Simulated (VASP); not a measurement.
# SnS (Pnma) in VASP: a series of runs

Runs on SnS. Level: PBE. Tasks: relaxation of cell and atoms.

All numbers are computed with VASP 6.6.1; they aren't measurements. Logs are shortened: lines on timing, memory, paths and dates and some standing lists are left out, and cuts for length are marked.

**1. Starting point**

It takes space group Pnma (No. 62, orthorhombic). The conventional cell has a = 11.200 Å, b = 3.987 Å, c = 4.334 Å, α = 90.00°, β = 90.00°, γ = 90.00°. Sn (site symmetry m) is surrounded by 3 S at 2.63 to 2.67 Å. S (site symmetry m) has 3 Sn at 2.63 to 2.67 Å as nearest neighbours.

**2. Relaxation of cell and atoms, PBE**

The input, INCAR:

```
PREC     = Accurate       # precision mode
ENCUT    = 300            # plane-wave cutoff, eV
EDIFF    = 1E-6           # SCF threshold, eV
ISMEAR   = 0              # smearing method
SIGMA    = 0.03           # smearing width, eV
LREAL    = F              # projectors in reciprocal space
LASPH    = T              # aspherical terms in the spheres
NELM     = 80             # most SCF steps
ALGO     = Normal         # electronic algorithm
ISIF     = 3              # what is computed and relaxed
LWAVE    = F              # write WAVECAR
LCHARG   = F              # write CHGCAR
GGA      = PE             # functional
IBRION   = 2              # ionic algorithm
NSW      = 90             # ionic steps
EDIFFG   = -0.01          # ionic threshold
KPAR     = 2
```

The input, KPOINTS:

```
Automatic mesh
0
Gamma
  2 4 3
```

The input, POSCAR:

```
SnS
1.0
   11.2000000000      0.0000000000      0.0000000000
    0.0000000000      3.9870000000      0.0000000000
    0.0000000000      0.0000000000      4.3340000000
Sn S
4 4
Direct
    0.1194000000      0.2500000000      0.1198000000
    0.3806000000      0.7500000000      0.6198000000
    0.6194000000      0.2500000000      0.3802000000
    0.8806000000      0.7500000000      0.8802000000
    0.8508000000      0.2500000000      0.4793000000
    0.6492000000      0.7500000000      0.9793000000
    0.3508000000      0.2500000000      0.0207000000
    0.1492000000      0.7500000000      0.5207000000
```

Potentials or basis: VASP PAW PBE potentials, release 64 (Sn, S).

The run is started by

```console
> cat potpaw_PBE.64/Sn/POTCAR potpaw_PBE.64/S/POTCAR > POTCAR
> mpirun -np 2 vasp_std > vasp.out
```

OUTCAR:

```text
PREC = Accurate
   ENCUT = 300
   EDIFF = 1E-6
   ISMEAR = 0
   LREAL = F
   LASPH = T
   NELM = 80
   ISIF = 3
   GGA = PE
   IBRION = 2
   NSW = 90
   EDIFFG = -0.01

 ion  position               nearest neighbor table
   1  0.119  0.250  0.120-   7 2.63   8 2.67   8 2.67   4 3.49   4 3.49
   2  0.381  0.750  0.620-   8 2.63   7 2.67   7 2.67   3 3.49   3 3.49
   3  0.619  0.250  0.380-   5 2.63   6 2.67   6 2.67   2 3.49   2 3.49
   4  0.881  0.750  0.880-   6 2.63   5 2.67   5 2.67   1 3.49   1 3.49
   5  0.851  0.250  0.479-   3 2.63   4 2.67   4 2.67
   6  0.649  0.750  0.979-   4 2.63   3 2.67   3 2.67
   7  0.351  0.250  0.021-   1 2.63   2 2.67   2 2.67
   8  0.149  0.750  0.521-   2 2.63   1 2.67   1 2.67

  LATTYP: Found a simple orthorhombic cell.
 ALAT       =     3.9870000000
 B/A-ratio  =     1.0870328568
 C/A-ratio  =     2.8091296714

  Lattice vectors:

 A1 = (   0.0000000000,   3.9870000000,   0.0000000000)
 A2 = (   0.0000000000,   0.0000000000,   4.3340000000)
 A3 = (  11.2000000000,   0.0000000000,   0.0000000000)

Analysis of symmetry for initial positions (statically):
=====================================================================
 Subroutine PRICEL returns:
 Original cell was already a primitive cell.

 Routine SETGRP: Setting up the symmetry group for a
 simple orthorhombic supercell.

 Subroutine GETGRP returns: Found  8 space group operations
 (whereof  2 operations were pure point group operations)
 out of a pool of  8 trial point group operations.

The static configuration has the point symmetry S_2 .
 The point group associated with its full space group is D_2h.

Analysis of symmetry for dynamics (positions and initial velocities):
=====================================================================
 Subroutine PRICEL returns:
 Original cell was already a primitive cell.

 Routine SETGRP: Setting up the symmetry group for a
 simple orthorhombic supercell.

 Subroutine GETGRP returns: Found  8 space group operations
 (whereof  2 operations were pure point group operations)
 out of a pool of  8 trial point group operations.

The dynamic configuration has the point symmetry S_2 .
 The point group associated with its full space group is D_2h.

 Subroutine INISYM returns: Found  8 space group operations
 (whereof  2 operations are pure point group operations),
 and found     1 'primitive' translations

----------------------------------------------------------------------------------------

                                     Primitive cell

  volume of cell :     193.5322

  direct lattice vectors                    reciprocal lattice vectors
    11.200000000  0.000000000  0.000000000     0.089285714  0.000000000  0.000000000
     0.000000000  3.987000000  0.000000000     0.000000000  0.250815149  0.000000000
     0.000000000  0.000000000  4.334000000     0.000000000  0.000000000  0.230733733

  length of vectors
    11.200000000  3.987000000  4.334000000     0.089285714  0.250815149  0.230733733

  position of ions in fractional coordinates (direct lattice)
     0.119400000  0.250000000  0.119800000
     0.380600000  0.750000000  0.619800000
     0.619400000  0.250000000  0.380200000
     0.880600000  0.750000000  0.880200000
     0.850800000  0.250000000  0.479300000
     0.649200000  0.750000000  0.979300000
     0.350800000  0.250000000  0.020700000
     0.149200000  0.750000000  0.520700000

  ion indices of the primitive-cell ions
   primitive index   ion index
                 1           1
                 2           2
                 3           3
                 4           4
                 5           5
                 6           6
                 7           7
                 8           8

----------------------------------------------------------------------------------------

 KPOINTS: Automatic mesh

Automatic generation of k-mesh.
 Grid dimensions read from file:
 generate k-points for:    2    4    3

 Generating k-lattice:

  Cartesian coordinates                     Fractional coordinates (reciprocal lattice)
     0.044642857  0.000000000  0.000000000     0.500000000  0.000000000  0.000000000
     0.000000000  0.062703787  0.000000000     0.000000000  0.250000000  0.000000000
     0.000000000  0.000000000  0.076911244     0.000000000  0.000000000  0.333333333

  Length of vectors
     0.044642857  0.062703787  0.076911244

  Shift w.r.t. Gamma in fractional coordinates (k-lattice)
     0.000000000  0.000000000  0.000000000

 Subroutine IBZKPT returns following result:
 ===========================================

 Found     12 irreducible k-points:

 Following reciprocal coordinates:
            Coordinates               Weight
  0.000000  0.000000  0.000000      1.000000
  0.500000  0.000000  0.000000      1.000000
  0.000000  0.250000  0.000000      2.000000
  0.500000  0.250000  0.000000      2.000000
  0.000000  0.500000  0.000000      1.000000
  0.500000  0.500000  0.000000      1.000000
  0.000000  0.000000  0.333333      2.000000
  0.500000  0.000000  0.333333      2.000000
  0.000000  0.250000  0.333333      4.000000
  0.500000  0.250000  0.333333      4.000000
  0.000000  0.500000  0.333333      2.000000
  0.500000  0.500000  0.333333      2.000000
   k-points           NKPTS =     12   k-points in BZ     NKDIM =     12   number of bands    NBANDS=     25
   number of dos      NEDOS =    301   number of ions     NIONS =      8
   total plane-waves  NPLWV =  36864
   dimension x,y,z NGX =    64 NGY =   24 NGZ =   24
   dimension x,y,z NGXF=   128 NGYF=   48 NGZF=   48
   ions per type =               4   4
   NGX,Y,Z   is equivalent  to a cutoff of   9.50, 10.01,  9.21 a.u.
   NGXF,Y,Z  is equivalent  to a cutoff of  19.00, 20.01, 18.41 a.u.
 SYSTEM =  unknown system
   PREC   = accura    normal or accurate (medium, high low for compatibility)
   ISTART =      0    job   : 0-new  1-cont  2-samecut
   ICHARG =      2    charge: 1-file 2-atom 10-const
   ISPIN  =      1    spin polarized calculation?
   LNONCOLLINEAR =      F non collinear calculations
   LSORBIT =      F    spin-orbit coupling
   LASPH  =      T    aspherical Exc in radial PAW
   ENCUT  =  300.0 eV  22.05 Ry    4.70 a.u.  15.82  5.63  6.12*2*pi/ulx,y,z
   NELM   =     80;   NELMIN=  2; NELMDL= -5     # of ELM steps
   EDIFF  = 0.1E-05   stopping-criterion for ELM
   LREAL  =      F    real-space projection
   EDIFFG = -.1E-01   stopping-criterion for IOM
   NSW    =     90    number of steps for IOM
   IBRION =      2    ionic relax: 0-MD 1-quasi-New 2-CG
   NFREE  =      1    steps in history (QN), initial steepest desc. (CG)
   ISIF   =      3    stress and relaxation
   ISYM   =      2    0-nonsym 1-usesym 2-fastsym
   POTIM  = 0.5000    time-step for ionic-motion
   TEBEG  =    0.0;   TEEND  =   0.0 temperature during run
   PSTRESS=    0.0 pullay stress
   NELECT =      40.0000    total number of electrons
   NUPDOWN=      -1.0000    fix difference up-down
   EMIN   =  10.00;   EMAX   =-10.00  energy-range for DOS
   EFERMI =   0.00;   METHOD = LEGACY
   ISMEAR =     0;   SIGMA  =   0.03  broadening in eV -4-tet -1-fermi 0-gaus
   EFERMI_NEDOS =   21; number of points for ismear=-14 and -15
   IALGO  =     38    algorithm
   IMIX   =      4    mixing-type and parameters
     AMIX     =   0.40;   BMIX     =  1.00
     AMIX_MAG =   1.60;   BMIX_MAG =  1.00
  volume/ion in A,a.u.               =      24.19       163.25
  Fermi-wavevector in a.u.,A,eV,Ry     =   0.967930  1.829122 12.747131  0.936888
  Thomas-Fermi vector in A             =   2.097857
   LORBIT       =      0    0 simple, 1 ext, 2 COOP (PROOUT), +10 PAW based schemes
   GGA     = PE    functional components
   LHFCALC =     F    Hartree Fock is set to
   AEXX    =    0.0000 exact exchange contribution
   IVDW    =     0    specifies the selected vdW correction
   LEPSILON=     F    determine dielectric tensor
   LRPA    =     F    only Hartree local field effects (RPA)
 conjugate gradient relaxation of ions
 non-spin polarized calculation
 Gauss-broadening in eV      SIGMA  =   0.03
  energy-cutoff  :      300.00
  volume of cell :      193.53
 maximum number of plane-waves:      2300
 NGX is ok and might be reduce to    64
   NGX = 31   NGY = 11   NGZ = 13

--------------------------------------- Ionic step        1  -------------------------------------------

 number of electron      40.0000022 magnetization

 Free energy of the ion-electron system (eV)
  ---------------------------------------------------
  ext. energy  EPLUGINS =         0.00000000
  ---------------------------------------------------
  free energy    TOTEN  =       -35.44219314 eV

  energy without entropy =      -35.44219314  energy(sigma->0) =      -35.44219314

 E-fermi :   4.7413     XC(G=0):  -9.7608

 val. band max:        4.5895710994   @ k =   0.0000   0.0000   0.3333
 cond. band min:       5.6186229364   @ k =   0.0000   0.0000   0.0000
 fundamental gap:      1.0290518370
 Fermi energy:         4.7413152585

 k-point     1 :       0.0000    0.0000    0.0000
  band No.  band energies     occupation
      1      -9.1785      2.00000
      2      -8.8570      2.00000
      3      -7.9446      2.00000
      4      -7.4697      2.00000
      5      -2.5660      2.00000
      6      -1.4963      2.00000
[... 444 lines left out ...]
  FREE ENERGIE OF THE ION-ELECTRON SYSTEM (eV)
  ---------------------------------------------------
  free  energy   TOTEN  =       -35.4834365321 eV

  energy  without entropy=      -35.4834365321  energy(sigma->0) =      -35.48343653

[... ionic steps 4 to 13 ...]

--------------------------------------- Ionic step       14  -------------------------------------------

 number of electron      40.0000030 magnetization

------------------------ aborting loop because EDIFF is reached ----------------------------------------

  FORCE on cell =-STRESS in cart. coord.  units (eV):
  Direction    XX          YY          ZZ          XY          YZ          ZX
  --------------------------------------------------------------------------------------
  -------------------------------------------------------------------------------------
  Total       -0.0213003      0.0204017     -0.0835691      0.0000000     -0.0000000      0.0000000
  in kB       -0.1700625      0.1628881     -0.6672192      0.0000000     -0.0000000      0.0000000
  external PRESSURE =      -0.2247979 kB  Pullay stress =       0.0000000 kB
[... 69 lines left out ...]
  energy  without entropy=      -35.4913396898  energy(sigma->0) =      -35.49133969

--------------------------------------- Ionic step       16  -------------------------------------------

 number of electron      40.0000027 magnetization

 Free energy of the ion-electron system (eV)
  ---------------------------------------------------
  ext. energy  EPLUGINS =         0.00000000
  ---------------------------------------------------
  free energy    TOTEN  =       -35.49137232 eV

  energy without entropy =      -35.49137232  energy(sigma->0) =      -35.49137232

 E-fermi :   4.4052     XC(G=0):  -9.6014

 val. band max:        4.2298797441   @ k =   0.0000   0.0000   0.3333
 cond. band min:       5.2265368864   @ k =   0.0000   0.0000   0.0000
 fundamental gap:      0.9966571423
 Fermi energy:         4.4052238847

 k-point     1 :       0.0000    0.0000    0.0000
  band No.  band energies     occupation
      1      -9.2897      2.00000
      2      -9.0032      2.00000
      3      -8.1530      2.00000
      4      -7.7395      2.00000
      5      -2.6739      2.00000
      6      -1.7096      2.00000
[... 360 lines left out ...]
  FREE ENERGIE OF THE ION-ELECTRON SYSTEM (eV)
  ---------------------------------------------------
  free  energy   TOTEN  =       -35.4913723186 eV

  energy  without entropy=      -35.4913723186  energy(sigma->0) =      -35.49137232

 reached required accuracy - stopping structural energy minimisation
```

It took 2.1 min on 2 MPI ranks of AMD EPYC 7R13 (Zen 3), shared host; peak memory 0.17 GiB.

Results:

* Free energy: -35.4914 eV
* Relaxed volume: 25.04 Å³/atom
* Relaxed cell: a = 11.452 Å, b = 4.035 Å, c = 4.336 Å, α = 90.00°, β = 90.00°, γ = 90.00°
* Space group after relaxing (to 0.05 Å): Pnma (No. 62)
* Energy gained by relaxing: 6.1 meV/atom
* Ionic steps: 16
* Pressure after relaxing: 0.0 GPa
* Largest force after relaxing: 0.006 eV/Å
* Band gap on the k mesh: 1.00 eV, indirect (least direct gap 1.23 eV)

Forces in eV/Å, atoms in the order of the input:
```
Sn  -0.004  0.000 -0.004
Sn   0.004  0.000 -0.004
Sn  -0.004  0.000  0.004
Sn   0.004  0.000  0.004
S    0.002  0.000  0.001
S   -0.002  0.000  0.001
S    0.002  0.000 -0.001
S   -0.002  0.000 -0.001
```

The path:
```tsv
step	energy change (eV)	largest force (eV/Å)	pressure (GPa)	volume (Å³)
1	0.0000	0.2098	1.99	193.53
2	-0.0324	0.2065	-0.85	202.08
3	-0.0412	0.0981	0.00	199.28
4	-0.0435	0.0797	0.02	199.46
5	-0.0451	0.0619	0.07	199.74
6	-0.0467	0.0430	0.02	200.22
7	-0.0474	0.0180	-0.06	200.85
8	-0.0481	0.0202	0.02	200.78
9	-0.0483	0.0278	0.08	200.72
10	-0.0486	0.0173	-0.11	201.29
11	-0.0486	0.0162	-0.06	201.13
12	-0.0489	0.0095	-0.02	200.91
13	-0.0490	0.0066	0.01	200.66
14	-0.0491	0.0036	-0.02	200.67
15	-0.0491	0.0071	-0.05	200.68
16	-0.0492	0.0056	0.03	200.33
```

Final structure:
```
Sn S
1.0
    11.45209    0.00000    0.00000
     0.00000    4.03472    0.00000
     0.00000    0.00000    4.33562
Sn S
4 4
Direct
  0.12242 0.25000 0.11801
  0.37758 0.75000 0.61801
  0.62242 0.25000 0.38199
  0.87758 0.75000 0.88199
  0.85234 0.25000 0.47565
  0.64766 0.75000 0.97565
  0.35234 0.25000 0.02435
  0.14766 0.75000 0.52435
```

Caveat: the k mesh is coarse (spacing up to 0.48 Å⁻¹), so the values aren't converged; the cutoff is under 1.25 times the usual one of these potentials, so pressure, stress and relaxed cells hold a basis-set (Pulay) error; spin-orbit coupling is left out, which moves the levels of the heavy elements; an odd mesh through Γ misses points on the zone boundary, where band edges often lie.

**3. Relaxation of cell and atoms, PBE**

This run uses another cell than the first one, of 25.04 Å³/atom, 1.035 times its volume.

INCAR: that of step 2 with these lines changed.

```diff
@@ -2,3 +2,3 @@
 ENCUT    = 300            # plane-wave cutoff, eV
-EDIFF    = 1E-6           # SCF threshold, eV
+EDIFF    = 1E-7           # SCF threshold, eV
 ISMEAR   = 0              # smearing method
@@ -15,3 +15,3 @@
 NSW      = 90             # ionic steps
-EDIFFG   = -0.01          # ionic threshold
+EDIFFG   = -0.005         # ionic threshold
 KPAR     = 2
```

KPOINTS is that of step 2.

The input, POSCAR:

```
SnS                                     
1.0
   11.4520898530      0.0000000000      0.0000000000
    0.0000000000      4.0347174952      0.0000000000
    0.0000000000     -0.0000000000      4.3356219261
  Sn              S             
     4     4
Direct
     0.1224229024469987    0.2500000000000000    0.1180106402480837
     0.3775770975530013    0.7500000000000000    0.6180106402480836
     0.6224229024469988    0.2500000000000000    0.3819893597519162
     0.8775770975530012    0.7500000000000000    0.8819893597519164
     0.8523420948809316    0.2500000000000000    0.4756538307477794
     0.6476579051190684    0.7500000000000000    0.9756538307477796
     0.3523420948809318    0.2500000000000000    0.0243461692522205
     0.1476579051190682    0.7500000000000000    0.5243461692522204
```

Potentials or basis: VASP PAW PBE potentials, release 64 (Sn, S).

The run is started by

```console
> cat potpaw_PBE.64/Sn/POTCAR potpaw_PBE.64/S/POTCAR > POTCAR
> mpirun -np 2 vasp_std > vasp.out
```

Run time: 64 s. Hardware: 2 MPI ranks of AMD EPYC 7R13 (Zen 3), shared host; peak memory 0.18 GiB.

The run converged. Its results:

```
Free energy                            : -35.4986 eV
Relaxed volume                         : 25.09 Å³/atom
Relaxed cell                           : a = 11.463 Å, b = 4.037 Å, c = 4.337 Å, α = 90.00°, β = 90.00°, γ = 90.00°
Space group after relaxing (to 0.05 Å) : Pnma (No. 62)
Energy gained by relaxing              : 0.0 meV/atom
Ionic steps                            : 6
Pressure after relaxing                : 0.0 GPa
Largest force after relaxing           : 0.003 eV/Å
Band gap on the k mesh                 : 1.00 eV, indirect (least direct gap 1.23 eV)
```

Forces on the atoms (eV/Å):
```
Sn   0.002  0.000 -0.002
Sn  -0.002  0.000 -0.002
Sn   0.002  0.000  0.002
Sn  -0.002  0.000  0.002
S   -0.003  0.000  0.001
S    0.003  0.000  0.001
S   -0.003  0.000 -0.001
S    0.003  0.000 -0.001
```

Final structure:
```yaml
crystal:
  lattice:
    - [11.46263, 0.00000, 0.00000]
    - [0.00000, 4.03684, 0.00000]
    - [0.00000, 0.00000, 4.33713]
  atoms:
    - { symbol: Sn, position: [0.12248, 0.25000, 0.11802] }
    - { symbol: Sn, position: [0.37752, 0.75000, 0.61802] }
    - { symbol: Sn, position: [0.62248, 0.25000, 0.38198] }
    - { symbol: Sn, position: [0.87752, 0.75000, 0.88198] }
    - { symbol: S, position: [0.85229, 0.25000, 0.47587] }
    - { symbol: S, position: [0.64771, 0.75000, 0.97587] }
    - { symbol: S, position: [0.35229, 0.25000, 0.02413] }
    - { symbol: S, position: [0.14771, 0.75000, 0.52413] }
```

Levels at points of the mesh, in eV from the valence-band top:
```csv
k point,band 17,band 18,band 19,band 20,band 21,band 22,band 23,band 24
"(0.00, 0.00, 0.00)",-1.80,-1.21,-0.64,-0.49,1.00,3.14,3.15,3.19
"(0.50, 0.00, 0.00)",-2.00,-2.00,-0.54,-0.54,2.67,2.67,2.92,2.92
"(0.00, 0.50, 0.00)",-0.81,-0.81,-0.68,-0.68,1.40,1.40,1.66,1.66
"(0.50, 0.50, 0.00)",-0.83,-0.83,-0.83,-0.83,1.70,1.70,1.70,1.70
```

Caveat: the k mesh is coarse (spacing up to 0.48 Å⁻¹), so the values aren't converged; the cutoff is under 1.25 times the usual one of these potentials, so pressure, stress and relaxed cells hold a basis-set (Pulay) error; spin-orbit coupling is left out, which moves the levels of the heavy elements; an odd mesh through Γ misses points on the zone boundary, where band edges often lie.
